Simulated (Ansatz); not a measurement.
## RbBr (Fm-3m): converging the G0W0 gap

Wanted: a G0W0 gap for RbBr (Fm-3m) that is converged in bands and cutoff, or an estimate of the limit.

Main program and level: Ansatz 0.2.0; G0W0 on PBE, plane waves, PAW; PAW set soft_1.

The database entry behind the starting cell differs from later determinations by our own check (about 0.5 % short), so it need not match the best structure at ambient conditions.

### 1. Set-up

It takes space group Fm-3m (No. 225, cubic). The conventional cell has a = 6.854 Å, b = 6.854 Å, c = 6.854 Å, α = 90.00°, β = 90.00°, γ = 90.00°. Rb has 6 Br at 3.43 Å nearest. Nearest to Br lie 6 Rb at 3.43 Å. Farther neighbours and most contacts between anions are not listed.

The cell and positions come from the Crystallography Open Database and are kept as given unless a step says otherwise.

### 2. 84 empty bands, screening to 60 eV

G0W0 replaces the xc potential by the self-energy, built once from these orbitals. Only a window of levels is corrected, while the sums run over the empty bands that the input names. This step takes PAW set soft_1 files.

Contents of input.yaml:

```yaml
crystal:
  lattice:
    - [0.0, 3.427, 3.427]
    - [3.427, 0.0, 3.427]
    - [3.427, 3.427, 0.0]
  atoms:
    - { symbol: Rb, position: [0.0, 0.0, 0.0] }
    - { symbol: Br, position: [0.5, 0.5, 0.5] }
kpoints:
  mp_grid: { grid: [4, 4, 4] }
hamiltonian:
  xc: pbe
  pseudopotentials: { kind: paw, azcp: { folder: soft_1 } }
scf:
  occupations: { method: fixed }
gw:
  n_empty_bands: 84
  ecut_chi: 60
  qp_bands: [v2, c2]
  qp_kpoints: band_edges
  screening: { model: contour_deformation }
```

On the command line:

```sh
$ ansatz run input.yaml --threads 24 --pin off --max-ram 82944MiB --backend cuda --events-out ev --progress --plain --runs-dir out --devices 1 --max-vram 78GiB
```

Numbers of over 12 decimals in the logs are rounded to 6 here.

The log of the run:

```text
GPUs: using 1 of 1 available (devices: 1).
Engine: ansatz 0.2.0, aarch64-unknown-linux-gnu
Pseudopotentials: kind: paw
Pseudopotential: Rb, paw, valence charge 9, recommended cutoff 420 eV (normal), soft_1/Rb.paw.azcp
Pseudopotential: Br, paw, valence charge 7, recommended cutoff 420 eV (normal), soft_1/Br.paw.azcp
Functional definition: PBE
  parameter kappa = 0.804
  parameter beta = 0.066725
  exchange = pbe_x(kappa = kappa, mu = beta*pi^2/3)
  correlation = pbe_c(beta = beta)
device memory: the entry about to start is reckoned to put 2.3 GiB on a device that reports 182.5 GiB free (of which the cap on the GPU budget leaves the run 78.0 GiB)
GPU FFT provider: cuFFT
GPU libraries: cuBLAS 13.8.1, cuFFT 12.4.0, cuSOLVER 12.3.2
GPU matrix products: emulated (plane waves: as basis.precision tells), large ones in fixed point in workspaces of 1.00 GiB
Crystal: 2 atoms, lattice volume = 80.496 Å³
Basis set: ecut = 420 eV, 1591 PW (Γ)
Bands: 12, of which v1, the nominal top of the filled ones, is band 8 counted from 1 (7 counted from 0)
Symmetry: 48 space group operations
Space group: Fm-3m (ITA 225), of the structure as read, at distance tolerance 4.3e-5 Å
k-points: 8 of 64
Non-local potential: Rb, projectors of the file, l = 0: 3, l = 1: 2, l = 2: 2
Non-local potential: Br, projectors of the file, l = 0: 2, l = 1: 2, l = 2: 2
PAW form: soft (Blöchl's): semilocal exchange-correlation on the pseudo side does not see the compensation charge
PAW one-centre angular grid: Rb, 110 points (default); XC on 64 Gauss nodes
PAW one-centre angular grid: Br, 110 points (default); XC on 64 Gauss nodes
Initial density: superposition of atomic densities (chi_scale 0.1, normalization cell, long waves kept (reshape's long-wave potential 0.00 eV rms))
Initial wavefunctions: pseudopotential atomic-orbital guess
GPU buffer pool allocated for 46656 grid points (all kernels)
GPU transforms: local potential and band sums: pruned to the plane-wave sphere, on 36×36×36
Functional: x = pbe(κ = 0.804, μ = 0.219515), c = pbe(β = 0.066725)
SCF iter   1: F=—  HF=-6054.613130 eV  |F-HF|=—  |Δ(HF+E_count)|=         —  Δρ=2.89e-2  dr2=1.31e0  ethr=3.10e-3  ⟨swp⟩=6.0  Hψ=540  notcnv=0  defer=14
preconditioner: auto → none  [insulator: Δε(μ)=3.323 eV  Ē_g=13.281 eV  n_scr=14 (ndim 8)  ℏωp=15.5 eV  f_vac=0.000  ε∞_Penn≈2.4]
SCF iter   2: F=—  HF=-6054.081333 eV  |F-HF|=—  |Δ(HF+E_count)|=   5.32e-1  Δρ=7.42e-3  dr2=7.16e-2  ethr=3.10e-3  ⟨swp⟩=3.0  Hψ=267  notcnv=0  defer=14
SCF iter   3: F=—  HF=-6054.077422 eV  |F-HF|=—  |Δ(HF+E_count)|=   3.91e-3  Δρ=3.38e-3  dr2=9.92e-3  ethr=4.48e-4  ⟨swp⟩=2.0  Hψ=138  notcnv=0  defer=14
SCF iter   4: F=—  HF=-6054.083484 eV  |F-HF|=—  |Δ(HF+E_count)|=   6.06e-3  Δρ=9.34e-4  dr2=1.02e-3  ethr=6.20e-5  ⟨swp⟩=2.6  Hψ=144  notcnv=0  defer=14
SCF iter   5: F=—  HF=-6054.084332 eV  |F-HF|=—  |Δ(HF+E_count)|=   8.47e-4  Δρ=1.13e-4  dr2=1.35e-5  ethr=6.40e-6  ⟨swp⟩=3.1  Hψ=183  notcnv=0  defer=14
SCF iter   6: F=—  HF=-6054.084361 eV  |F-HF|=—  |Δ(HF+E_count)|=   2.91e-5  Δρ=1.18e-5  dr2=1.50e-7  ethr=8.42e-8  ⟨swp⟩=2.0  Hψ=176  notcnv=0  defer=12
SCF iter   7: F=-6054.084361 eV  HF=-6054.084361 eV  |F-HF|=7.59e-10  |Δ(HF+E_count)|=   3.86e-8  Δρ=1.20e-6  dr2=1.55e-9  ethr=6.25e-10  ⟨swp⟩=6.1  Hψ=422  notcnv=0
SCF 1 converged in 7 iterations: F = -6054.084361 eV  dr2 = 1.55e-9
  greatest PAW one-centre occupation: 0.973 electrons in one spin orbital (limit 2), on the Rb atom at site 0 (counted from 0), in its partial waves of l = 0
device memory: the entry about to start is reckoned to put 3.4 GiB on a device that reports 182.5 GiB free (of which the cap on the GPU budget leaves the run 78.0 GiB)
NSCF: frozen V_eff on 8 k-points
the band table was solved once the SCF had ended and its energy, with any forces and stress, was formed, with the checks that follow a solve (656 applications of the Hamiltonian). They found nothing against the state; the energy, forces and stress were not computed again (output.eigenvalues in the input reference)
device memory: the entry about to start is reckoned to put 8.1 GiB on a device that reports 182.5 GiB free (of which the cap on the GPU budget leaves the run 78.0 GiB)
NSCF: frozen V_eff on 8 k-points
G₀W₀ screening: q 1/8
[... further progress lines ...]
device memory: the entry about to start is reckoned to put 0.3 GiB on a device that reports 182.3 GiB free (of which the cap on the GPU budget leaves the run 78.0 GiB)
NSCF: frozen V_eff on 1 k-points
SCF converged after 7 iterations
Free energy (F): -6054.084361 eV
Harris-Foulkes:  -6054.084361 eV  (|F-HF|=7.59e-10)
Internal energy: -6054.084361 eV  (E = F + TS)
E sigma→0 (E₀):  -6054.084361 eV
Fermi energy:    1.246185 eV
--- Per-component energies (eV) ---
  E_band       = -106.745169
  E_kinetic    = 314.000847
  E_local      = -782.297309  (includes V_loc(G=0)·N_el)
  E_nonlocal   = 238.888623
  E_hartree    = 203.878098
  E_xc         = -322.289352
  E_vxc        = -239.748323  (∫ρ·V_xc dr)
  E_paw        = -4935.925800  (= ΣΔE_a)
  E_vpaw       = -45.345252  (= ΣTr[D̂ρ^β])
  E_aug_tail   = -0.000018  (compensation charges beyond the density's cutoff)
  E_ewald      = -770.339449
  E_smearing   = -0.000000  (= −TS)
  E_closure    = -0.000000  (closes the sum)
  Σ components = -6054.084361   (vs F -6054.084361, Δ=0.00e0)
--- Band table (eV; the first three rows and the last of 8) ---
  k-point 0: bands = [... 4 lower, -7.2439, 1.2462, 1.2462, 1.2462, 5.6105, 8.5285, 8.5285, 8.5285]
  k-point 1: bands = [... 4 lower, -7.2198, 0.6863, 1.0616, 1.0616, 6.8792, 8.3956, 9.2494, 9.2494]
  k-point 2: bands = [... 4 lower, -7.1960, 0.2589, 0.8921, 0.8921, 8.0609, 8.9659, 10.7362, 10.7362]
  k-point 7: bands = [... 4 lower, -7.2253, 0.7544, 0.8994, 0.8994, 8.3289, 8.3289, 9.5121, 9.8656]
--- G₀W₀: contour deformation, 5 samples at zero and on the imaginary axis and 2 off it, 64 q-points, 84 empty bands' worth ---
  eigenvalues of the whole cell's RPA ε∞ on this k-mesh (on a slab, of 1 + 4πα/V) = 2.3664, 2.3664, 2.3664; static W/v taken at q = 0 is 0.422582
  bands read: the sum over 92 bands ends inside a degenerate multiplet in 1 slot, whose members it reads at an even weight; the widest, k=6: bands 92 to 93 (counted from 1) at 1/2 each
  gw.qp_kpoints: band_edges: 8 of 8 stored k-points solved, in 1 pass; an edge of the gap read off the rows below is read off those points alone
    ik  band        ε_KS         Σx   Σc(E_QP)       V_xc       Z   E_QP_lin       E_QP  E_QP is
     0     7      1.2462   -19.3628     2.3688   -15.4499  0.8078    -0.3298    -0.2979  root
     0     8      1.2462   -19.3628     2.3688   -15.4499  0.8078    -0.3298    -0.2979  root
     0     9      5.6105    -4.1747    -2.8762    -7.6814  0.8631     6.2441     6.2409  root
     0    10      8.5285    -3.7837    -3.0663    -7.9404  0.8552     9.6307     9.6189  root
     1     7      1.0616   -19.0059     2.3822   -15.0457  0.8064    -0.5510    -0.5165  root
     1     8      1.0616   -19.0059     2.3822   -15.0457  0.8064    -0.5510    -0.5165  root
     1     9      6.8792    -4.9529    -2.9061    -8.6032  0.8560     7.6284     7.6235  root
     1    10      8.3956    -3.8680    -3.0122    -7.8106  0.8524     9.3350     9.3260  root
     2     7      0.8921   -18.7232     2.4044   -14.7087  0.8049    -0.7554    -0.7180  root
     2     8      0.8921   -18.7232     2.4044   -14.7087  0.8049    -0.7554    -0.7180  root
     2     9      8.0609    -3.8024    -2.9070    -7.3799  0.8552     8.7358     8.7313  root
     2    10      8.9659    -5.4324    -3.1276    -9.5912  0.8393    10.0107     9.9971  root
     3     7      1.1478   -19.2301     2.3782   -15.2841  0.8076    -0.4534    -0.4200  root
     3     8      1.1478   -19.2301     2.3782   -15.2841  0.8076    -0.4534    -0.4200  root
     3     9      6.9659    -4.7602    -2.9699    -8.5256  0.8564     7.7669     7.7612  root
     3    10      7.4908    -3.2262    -2.9161    -6.9857  0.8592     8.3407     8.3341  root
     4     7      0.8971   -18.8164     2.4022   -14.7956  0.8061    -0.7590    -0.7215  root
     4     8      0.9895   -18.9722     2.3983   -14.9769  0.8062    -0.6435    -0.6076  root
     4     9      7.7017    -3.5329    -2.9166    -7.2671  0.8568     8.5257     8.5193  root
     4    10      8.5713    -4.9509    -3.0939    -8.9675  0.8471     9.5033     9.4939  root
     5     7      0.9085   -18.7766     2.4057   -14.7639  0.8050    -0.7357    -0.6986  root
     5     8      0.9983   -18.9661     2.3834   -14.9804  0.8075    -0.6398    -0.6041  root
     5     9      7.9928    -4.9005    -3.0121    -8.7704  0.8507     8.8581     8.8506  root
     5    10      8.4154    -3.8981    -2.9892    -7.7622  0.8512     9.2985     9.2903  root
     6     7      1.0880   -19.2291     2.3946   -15.2501  0.8074    -0.5309    -0.4964  root
     6     8      1.0880   -19.2291     2.3946   -15.2501  0.8074    -0.5309    -0.4964  root
     6     9      6.8584    -3.1051    -2.8291    -6.6938  0.8616     7.6231     7.6181  root
     6    10      8.3789    -4.4545    -3.1868    -8.6306  0.8551     9.3776     9.3682  root
     7     7      0.8994   -18.8953     2.4016   -14.8662  0.8073    -0.7657    -0.7281  root
     7     8      0.8994   -18.8953     2.4016   -14.8662  0.8073    -0.7657    -0.7281  root
     7     9      8.3289    -3.9026    -2.9855    -7.7698  0.8516     9.2189     9.2107  root
     7    10      8.3289    -3.9026    -2.9855    -7.7698  0.8516     9.2189     9.2107  root
```

Wall time 1.8 s (1 × NVIDIA GB200 (shared by 2 runs) with 24 threads of Arm Neoverse V2, shared host); peak memory 1.2 GiB; 4 s of CPU time.

In the SCF lines HF is the Harris–Foulkes energy and dr2 the Hartree energy of the density residual, in eV; the loop may stop once dr2 is under the threshold and the program's other checks hold. Hψ counts applications of the Hamiltonian.

This step gave:

```yaml
bands_summed: 92
rpa_eps_infinity_on_this_mesh_eigenvalues: 2.366, 2.366, 2.366
plane_waves_in_the_screening_matrix: 65
q_points_in_the_mesh: 64
g0w0_gap_on_the_mesh: 6.539 eV
k_of_the_valence_top: 0, 0, 0
k_of_the_conduction_bottom: 0, 0, 0
starting_gap_on_the_mesh: 4.364 eV
z_at_the_valence_top: 0.8078
z_at_the_conduction_bottom: 0.8631
least_direct_g0w0_gap_on_the_computed_points: 6.539 eV
```

The gap on the mesh goes from 4.36 eV to 6.54 eV, a correction of +2.17 eV. Between the two edge states, bare exchange in place of the xc potential would open the gap by 7.42 eV, and correlation takes back 5.24 eV.

### 3. 240 empty bands, screening to 120 eV

Bands and screening cutoff are moved together, since each hides the error of the other.

input.yaml: that of step 2 with these lines changed.

```diff
@@ -16,4 +16,4 @@
 gw:
-  n_empty_bands: 84
-  ecut_chi: 60
+  n_empty_bands: 240
+  ecut_chi: 120
   qp_bands: [v2, c2]
```

The log of the run:

```text
GPUs: using 1 of 1 available (devices: 1).
[...]
GPU FFT provider: cuFFT
GPU libraries: cuBLAS 13.8.1, cuFFT 12.4.0, cuSOLVER 12.3.2
[...]
Crystal: 2 atoms, lattice volume = 80.496 Å³
Basis set: ecut = 420 eV, 1591 PW (Γ)
Bands: 12, of which v1, the nominal top of the filled ones, is band 8 counted from 1 (7 counted from 0)
Symmetry: 48 space group operations
[...]
k-points: 8 of 64
[...]
GPU buffer pool allocated for 46656 grid points (all kernels)
[...]
SCF iter   1: F=—  HF=-6054.613130 eV  |F-HF|=—  |Δ(HF+E_count)|=         —  Δρ=2.89e-2  dr2=1.31e0  ethr=3.10e-3  ⟨swp⟩=6.0  Hψ=540  notcnv=0  defer=14
[...]
SCF iter   7: F=-6054.084361 eV  HF=-6054.084361 eV  |F-HF|=7.59e-10  |Δ(HF+E_count)|=   3.86e-8  Δρ=1.20e-6  dr2=1.55e-9  ethr=6.25e-10  ⟨swp⟩=6.1  Hψ=422  notcnv=0
SCF 1 converged in 7 iterations: F = -6054.084361 eV  dr2 = 1.55e-9
[...]
NSCF: frozen V_eff on 8 k-points
[...]
G₀W₀ screening: q 1/8
[... further progress lines ...]
[...]
SCF converged after 7 iterations
Free energy (F): -6054.084361 eV
[...]
Internal energy: -6054.084361 eV  (E = F + TS)
E sigma→0 (E₀):  -6054.084361 eV
Fermi energy:    1.246185 eV
[...]
--- Band table (eV; the first three rows and the last of 8) ---
  k-point 0: bands = [... 4 lower, -7.2439, 1.2462, 1.2462, 1.2462, 5.6105, 8.5285, 8.5285, 8.5285]
  k-point 1: bands = [... 4 lower, -7.2198, 0.6863, 1.0616, 1.0616, 6.8792, 8.3956, 9.2494, 9.2494]
  k-point 2: bands = [... 4 lower, -7.1960, 0.2589, 0.8921, 0.8921, 8.0609, 8.9659, 10.7362, 10.7362]
  k-point 7: bands = [... 4 lower, -7.2253, 0.7544, 0.8994, 0.8994, 8.3289, 8.3289, 9.5121, 9.8656]
[...]
0     7      1.2462   -19.3628     2.0487   -15.4499  0.8027    -0.6667    -0.6181  root
     0     8      1.2462   -19.3628     2.0487   -15.4499  0.8027    -0.6667    -0.6181  root
     0     9      5.6105    -4.1747    -2.9466    -7.6814  0.8624     6.1730     6.1705  root
     0    10      8.5285    -3.7837    -3.1945    -7.9404  0.8541     9.4998     9.4907  root
     1     7      1.0616   -19.0059     2.0761   -15.0457  0.8016    -0.8742    -0.8225  root
     1     8      1.0616   -19.0059     2.0761   -15.0457  0.8016    -0.8742    -0.8225  root
     1     9      6.8792    -4.9529    -3.0184    -8.6032  0.8548     7.5147     7.5112  root
     1    10      8.3956    -3.8680    -3.1407    -7.8106  0.8512     9.2040     9.1974  root
[...]
7     7      0.8994   -18.8953     2.1056   -14.8662  0.8026    -1.0792    -1.0242  root
     7     8      0.8994   -18.8953     2.1056   -14.8662  0.8026    -1.0792    -1.0242  root
     7     9      8.3289    -3.9026    -3.1149    -7.7698  0.8504     9.0871     9.0812  root
     7    10      8.3289    -3.9026    -3.1149    -7.7698  0.8504     9.0871     9.0812  root
```

Wall time 2 s (1 × NVIDIA GB200 (shared by 2 runs) with 24 threads); peak memory 1.3 GiB.

Numbers from this step:

| Item | Value |
| --- | --- |
| bands summed | 248 |
| RPA ε∞ on this mesh (eigenvalues) | 2.359, 2.359, 2.359 |
| plane waves in the screening matrix | 259 |
| q-points in the mesh | 64 |
| G0W0 gap on the mesh | 6.789 eV |
| k of the valence top | 0, 0, 0 |
| k of the conduction bottom | 0, 0, 0 |
| starting gap on the mesh | 4.364 eV |
| Z at the valence top | 0.8027 |
| Z at the conduction bottom | 0.8624 |
| least direct G0W0 gap on the computed points | 6.789 eV |

Against the run with 4×4×4 mesh, 84 empty bands, screening to 60 eV, PAW set soft_1 files, the gap moves by +0.25 eV.

### 4. 516 empty bands, screening to 200 eV

input.yaml: that of step 3 with these lines changed.

```diff
@@ -16,4 +16,4 @@
 gw:
-  n_empty_bands: 240
-  ecut_chi: 120
+  n_empty_bands: 516
+  ecut_chi: 200.0
   qp_bands: [v2, c2]
```

The log of the run:

```text
GPUs: using 1 of 1 available (devices: 1).
[...]
GPU FFT provider: cuFFT
GPU libraries: cuBLAS 13.8.1, cuFFT 12.4.0, cuSOLVER 12.3.2
[...]
Crystal: 2 atoms, lattice volume = 80.496 Å³
Basis set: ecut = 420 eV, 1591 PW (Γ)
Bands: 12, of which v1, the nominal top of the filled ones, is band 8 counted from 1 (7 counted from 0)
Symmetry: 48 space group operations
[...]
k-points: 8 of 64
[...]
1    10      8.3956    -3.8680    -3.1965    -7.8106  0.8509     9.1473     9.1416  root
[...]
7     7      0.8994   -18.8953     1.9476   -14.8662  0.8017    -1.2486    -1.1822  root
     7     8      0.8994   -18.8953     1.9476   -14.8662  0.8017    -1.2486    -1.1822  root
     7     9      8.3289    -3.9026    -3.1730    -7.7698  0.8501     9.0282     9.0232  root
     7    10      8.3289    -3.9026    -3.1730    -7.7698  0.8501     9.0282     9.0232  root
[key lines of the parts left out:]
SCF converged after 7 iterations
Free energy (F): -6054.084361 eV
Fermi energy:    1.246185 eV
```

It took 4.9 s on 1 × NVIDIA GB200 (shared by 2 runs) with 24 threads; peak memory 1.8 GiB.

This step gave:

- bands summed: 524
- RPA ε∞ on this mesh (eigenvalues): 2.358, 2.358, 2.358
- plane waves in the screening matrix: 531
- G0W0 gap on the mesh: 6.906 eV
- k of the valence top: 0, 0, 0
- k of the conduction bottom: 0, 0, 0
- starting gap on the mesh: 4.364 eV
- least direct G0W0 gap on the computed points: 6.906 eV

Against the run with 4×4×4 mesh, 240 empty bands, screening to 120 eV, PAW set soft_1 files, the gap moves by +0.12 eV.

[end of part 1 of 2]

[Paths, hosts, dates, memory and timing lines, banners, echoed tables and standing remarks are left out of the program output.]

[Logs are printed without paths, hosts, clocks, repeated set-up lines and the standing remarks that a program may print on its own settings, such as how far it seeks lower states.]

[Runs of the session that timed out or met a known fault of the program may be left out.]

[Cells called generated may have been cut or substituted from an entry of the Crystallography Open Database or the Materials Project.]

[Hosts, paths, dates, database ids (printed as entryN), source tags and the programs' standing remarks are cut or masked in the printed files.]
